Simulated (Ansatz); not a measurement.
Eigenvalues along a path: TaS2

```
Ta S
1.0
     3.38286    0.00000    0.00000
    -1.69143    2.92964    0.00000
     0.00000    0.00000    6.16798
Ta S
1 2
Direct
  0.00000 0.00000 0.00000
  0.66667 0.33333 0.75428
  0.33333 0.66667 0.24572
```

The base volume is that of a database entry, so it needn't be at zero pressure; the structure needn't be the stable phase, at rest or compressed.

Level of theory: DFT with PBE, scalar-relativistic, in Ansatz 0.2.0; a Γ-centred 12×12×6 k mesh, Fermi–Dirac smearing of 0.05 eV, no spin polarisation. LAPW: all electrons, basis error target 1 meV/atom.

Spin–orbit coupling is left out, which matters for the heavy atoms.

Path points, in fractions of the reciprocal vectors: Γ (0.000, 0.000, 0.000), M (0.500, 0.000, 0.000), K (0.333, 0.333, 0.000), A (0.000, 0.000, 0.500), L (0.500, 0.000, 0.500), H (0.333, 0.333, 0.500). Levels in eV from the Fermi level; bands 21 to 41, counted from the lowest band of the run. The gap is zero, the pressure 1.35 GPa.

```
# k(1/Å) point b21 b22 b23 b24 b25 b26 b27 b28 b29 b30 b31 b32 b33 b34 b35 b36 b37 b38 b39 b40 b41
0.000 Γ -20.75 -20.72 -20.70 -20.70 -20.69 -20.68 -20.68 -14.83 -13.08 -6.66 -3.97 -3.97 -1.61 -0.81 -0.81 0.08 0.08 0.15 3.85 3.85 5.02
0.153 - -20.75 -20.72 -20.70 -20.70 -20.69 -20.68 -20.68 -14.76 -13.08 -6.57 -4.12 -3.93 -1.53 -1.42 -1.13 0.07 0.41 0.43 3.65 3.84 5.34
0.306 - -20.75 -20.72 -20.70 -20.70 -20.69 -20.68 -20.68 -14.54 -13.07 -6.31 -4.45 -3.83 -2.52 -1.60 -1.46 -0.10 0.82 0.92 3.51 3.86 6.10
0.460 - -20.74 -20.73 -20.70 -20.70 -20.69 -20.69 -20.68 -14.21 -13.05 -5.91 -4.75 -3.74 -3.65 -1.97 -1.66 -0.35 1.23 1.36 3.75 3.99 6.88
0.613 - -20.74 -20.73 -20.71 -20.70 -20.69 -20.69 -20.68 -13.82 -13.03 -5.59 -4.86 -4.60 -3.72 -2.16 -2.16 -0.59 1.70 1.71 4.24 4.32 6.59
0.766 - -20.73 -20.73 -20.71 -20.70 -20.69 -20.69 -20.68 -13.48 -12.94 -5.96 -4.93 -4.54 -3.79 -2.76 -2.19 -0.76 2.00 2.23 4.51 4.73 6.02
0.919 - -20.74 -20.73 -20.71 -20.70 -20.69 -20.68 -20.68 -13.31 -12.77 -6.52 -4.80 -4.28 -3.87 -3.20 -2.16 -0.86 2.26 2.71 4.46 4.69 5.68
1.072 M -20.74 -20.73 -20.71 -20.70 -20.69 -20.68 -20.68 -13.28 -12.67 -6.74 -4.61 -4.35 -3.91 -3.29 -2.15 -0.89 2.37 2.91 4.31 4.76 5.36
1.161 - -20.74 -20.73 -20.71 -20.70 -20.69 -20.68 -20.68 -13.26 -12.67 -6.71 -4.66 -4.33 -3.90 -3.26 -2.39 -0.69 2.34 2.87 4.33 4.59 5.58
1.249 - -20.74 -20.73 -20.71 -20.70 -20.69 -20.69 -20.68 -13.22 -12.68 -6.61 -4.78 -4.28 -3.89 -3.18 -2.88 -0.29 2.28 2.74 4.29 4.38 6.03
1.338 - -20.74 -20.73 -20.71 -20.70 -20.69 -20.69 -20.68 -13.15 -12.70 -6.46 -4.93 -4.20 -3.87 -3.42 -3.12 0.12 2.21 2.55 4.02 4.43 6.53
1.426 - -20.74 -20.73 -20.71 -20.70 -20.69 -20.69 -20.68 -13.06 -12.73 -6.26 -5.07 -4.22 -3.84 -3.82 -3.10 0.50 2.15 2.31 3.81 4.46 6.17
1.515 - -20.74 -20.73 -20.70 -20.70 -20.69 -20.69 -20.68 -12.97 -12.76 -6.02 -5.18 -4.60 -3.85 -3.77 -3.14 0.85 2.07 2.10 3.72 4.42 5.84
1.603 - -20.74 -20.73 -20.70 -20.70 -20.69 -20.69 -20.68 -12.89 -12.79 -5.76 -5.25 -5.02 -3.76 -3.72 -3.21 1.13 1.89 2.02 3.79 4.26 5.64
1.691 K -20.74 -20.73 -20.70 -20.70 -20.69 -20.69 -20.68 -12.83 -12.83 -5.57 -5.27 -5.27 -3.71 -3.71 -3.25 1.25 1.90 1.90 4.00 4.00 5.59
1.868 - -20.74 -20.73 -20.70 -20.70 -20.69 -20.69 -20.68 -12.91 -12.85 -5.83 -5.21 -4.76 -3.83 -3.83 -3.08 1.05 1.62 2.34 3.55 4.70 5.71
2.045 - -20.74 -20.73 -20.70 -20.70 -20.69 -20.69 -20.68 -13.11 -12.97 -5.69 -5.10 -4.44 -4.01 -3.82 -2.68 0.67 1.35 2.66 3.36 5.37 6.08
2.222 - -20.74 -20.73 -20.70 -20.70 -20.69 -20.69 -20.69 -13.54 -13.02 -5.16 -5.02 -4.92 -3.65 -3.45 -2.18 0.28 1.12 2.47 3.29 5.26 6.88
2.399 - -20.74 -20.73 -20.70 -20.70 -20.69 -20.69 -20.68 -14.03 -13.05 -5.66 -4.86 -4.20 -3.41 -2.82 -1.70 0.10 0.91 1.82 3.45 4.39 7.20
2.576 - -20.74 -20.73 -20.70 -20.70 -20.69 -20.69 -20.68 -14.45 -13.07 -6.19 -4.55 -3.83 -2.69 -2.04 -1.43 0.09 0.71 1.16 3.66 3.69 6.39
2.753 - -20.75 -20.72 -20.70 -20.70 -20.69 -20.68 -20.68 -14.73 -13.07 -6.54 -4.17 -3.92 -1.55 -1.51 -1.24 0.12 0.37 0.56 3.63 3.81 5.44
2.930 Γ -20.75 -20.72 -20.70 -20.70 -20.69 -20.68 -20.68 -14.83 -13.08 -6.66 -3.97 -3.97 -1.61 -0.81 -0.81 0.08 0.08 0.15 3.85 3.85 5.02
3.002 - -20.75 -20.72 -20.70 -20.70 -20.69 -20.68 -20.68 -14.82 -13.09 -6.63 -3.96 -3.96 -1.72 -0.81 -0.81 0.08 0.08 0.23 3.86 3.86 5.04
3.075 - -20.75 -20.72 -20.70 -20.70 -20.69 -20.68 -20.68 -14.80 -13.14 -6.53 -3.96 -3.96 -2.00 -0.82 -0.82 0.07 0.07 0.40 3.90 3.90 5.10
3.148 - -20.75 -20.72 -20.70 -20.70 -20.69 -20.68 -20.68 -14.77 -13.20 -6.37 -3.96 -3.96 -2.35 -0.84 -0.84 0.07 0.07 0.58 3.95 3.95 5.17
3.221 - -20.75 -20.72 -20.70 -20.70 -20.69 -20.68 -20.68 -14.73 -13.27 -6.17 -3.95 -3.95 -2.72 -0.86 -0.86 0.07 0.07 0.75 4.01 4.01 5.26
3.294 - -20.75 -20.72 -20.70 -20.70 -20.69 -20.68 -20.68 -14.69 -13.34 -5.97 -3.95 -3.95 -3.06 -0.88 -0.88 0.06 0.06 0.87 4.06 4.06 5.33
3.366 - -20.75 -20.72 -20.70 -20.70 -20.69 -20.68 -20.68 -14.66 -13.38 -5.80 -3.95 -3.95 -3.30 -0.89 -0.89 0.06 0.06 0.94 4.10 4.10 5.39
3.439 A -20.75 -20.72 -20.70 -20.70 -20.69 -20.68 -20.68 -14.65 -13.40 -5.74 -3.95 -3.95 -3.39 -0.89 -0.89 0.06 0.06 0.96 4.11 4.11 5.41
3.592 - -20.75 -20.72 -20.70 -20.70 -20.69 -20.68 -20.68 -14.58 -13.39 -5.66 -4.33 -3.91 -3.02 -1.50 -1.20 0.17 0.39 1.18 3.82 4.06 5.78
3.745 - -20.75 -20.72 -20.70 -20.70 -20.69 -20.68 -20.68 -14.36 -13.36 -5.43 -4.83 -3.82 -2.61 -2.53 -1.65 0.05 0.93 1.60 3.37 3.98 6.57
3.899 - -20.74 -20.73 -20.70 -20.70 -20.69 -20.69 -20.68 -14.04 -13.30 -5.31 -5.02 -3.74 -3.60 -2.37 -1.98 -0.27 1.41 1.90 3.29 3.97 6.81
4.052 - -20.74 -20.73 -20.71 -20.70 -20.69 -20.69 -20.68 -13.68 -13.20 -5.60 -5.02 -4.14 -3.76 -2.43 -2.10 -0.64 1.77 2.06 3.78 4.05 6.16
4.205 - -20.73 -20.73 -20.71 -20.70 -20.69 -20.69 -20.68 -13.44 -12.98 -6.07 -5.26 -4.01 -3.86 -2.59 -2.06 -0.94 2.06 2.29 4.17 4.56 5.55
4.358 - -20.74 -20.73 -20.71 -20.70 -20.69 -20.68 -20.68 -13.36 -12.70 -6.58 -5.17 -4.12 -3.95 -2.51 -1.99 -1.14 2.28 2.64 4.26 4.81 5.13
4.511 L -20.74 -20.73 -20.71 -20.70 -20.69 -20.68 -20.68 -13.34 -12.58 -6.79 -5.05 -4.30 -3.99 -2.40 -1.96 -1.22 2.37 2.90 4.30 4.42 4.97
4.600 - -20.74 -20.73 -20.71 -20.70 -20.69 -20.68 -20.68 -13.33 -12.58 -6.76 -5.06 -4.29 -4.00 -2.42 -2.22 -1.02 2.33 2.85 4.19 4.56 5.07
4.688 - -20.74 -20.73 -20.71 -20.70 -20.69 -20.69 -20.68 -13.28 -12.60 -6.65 -5.09 -4.25 -4.00 -2.69 -2.49 -0.67 2.25 2.72 3.99 4.90 5.33
4.777 - -20.74 -20.73 -20.71 -20.70 -20.69 -20.69 -20.68 -13.21 -12.63 -6.49 -5.14 -4.21 -3.99 -3.19 -2.62 -0.30 2.14 2.51 3.85 5.38 5.63
4.865 - -20.74 -20.73 -20.71 -20.70 -20.69 -20.69 -20.68 -13.11 -12.67 -6.26 -5.20 -4.26 -3.95 -3.58 -2.82 0.07 2.00 2.24 3.86 5.65 5.94
4.954 - -20.74 -20.73 -20.70 -20.70 -20.69 -20.69 -20.68 -13.01 -12.72 -5.99 -5.26 -4.56 -3.87 -3.68 -3.06 0.47 1.80 1.93 4.06 5.45 6.54
5.042 - -20.74 -20.73 -20.70 -20.70 -20.69 -20.69 -20.68 -12.91 -12.77 -5.68 -5.30 -4.97 -3.76 -3.62 -3.32 0.89 1.59 1.62 4.39 5.15 7.14
5.131 H -20.74 -20.73 -20.70 -20.70 -20.69 -20.69 -20.68 -12.83 -12.83 -5.35 -5.32 -5.32 -3.65 -3.54 -3.54 1.30 1.39 1.39 4.77 4.77 7.44
5.307 - -20.74 -20.73 -20.70 -20.70 -20.69 -20.69 -20.68 -12.96 -12.80 -5.79 -5.35 -4.62 -3.94 -3.49 -3.22 0.91 1.03 2.25 4.00 5.35 7.08
5.484 - -20.74 -20.73 -20.70 -20.70 -20.69 -20.69 -20.68 -13.08 -13.00 -5.75 -5.43 -4.00 -3.90 -3.68 -2.78 0.71 0.78 2.65 3.60 5.09 6.71
5.661 - -20.74 -20.73 -20.70 -20.70 -20.69 -20.69 -20.69 -13.39 -13.19 -5.46 -5.27 -4.14 -3.51 -3.50 -2.37 0.55 0.65 2.57 3.45 4.37 6.77
5.838 - -20.74 -20.73 -20.70 -20.70 -20.69 -20.69 -20.68 -13.85 -13.27 -5.33 -4.97 -4.17 -3.27 -2.90 -2.19 0.42 0.69 2.34 3.47 3.65 7.01
6.015 - -20.74 -20.73 -20.70 -20.70 -20.69 -20.69 -20.68 -14.27 -13.34 -5.32 -4.96 -3.84 -2.70 -2.51 -2.02 0.39 0.67 1.83 3.39 3.78 6.94
6.192 - -20.75 -20.72 -20.70 -20.70 -20.69 -20.68 -20.68 -14.55 -13.39 -5.63 -4.41 -3.90 -2.95 -1.62 -1.32 0.30 0.35 1.25 3.76 4.03 5.90
6.369 A -20.75 -20.72 -20.70 -20.70 -20.69 -20.68 -20.68 -14.65 -13.40 -5.74 -3.95 -3.95 -3.39 -0.89 -0.89 0.06 0.06 0.96 4.11 4.11 5.41
```
